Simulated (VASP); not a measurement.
A run of VASP 6.6.1 is set up as follows.

File INCAR:

```
SYSTEM = Ag
  PREC = Accurate
  ENCUT = 700
  EDIFF = 1E-7
  ISMEAR = 0
  SIGMA = 0.1
  LREAL = .False.
  LASPH = .True.
  NELM = 100
  ALGO = Fast
  ISIF = 2
  LWAVE = .False.
  LCHARG = .False.
  GGA = PE
  NBANDS = 12
```

KPOINTS

```
regular mesh
0
Gamma
  12 12 12
  0 0 0
```

File POSCAR:

```
Ag
1.0
    0.0000000000      2.0427500000      2.0427500000
    2.0427500000      0.0000000000      2.0427500000
    2.0427500000      2.0427500000      0.0000000000
Ag
1
Direct
    0.0000000000      0.0000000000      0.0000000000
```

Potentials or basis: VASP PAW PBE potentials, release 64 (Ag).

Command:

```console
$ cat potpaw_PBE.64/Ag/POTCAR > POTCAR
$ mpirun -np 1 vasp_std > vasp.out
```

Estimate the pressure.

4.8 GPa.

Estimate the band gap on the k mesh.

none (metal or under the smearing width).
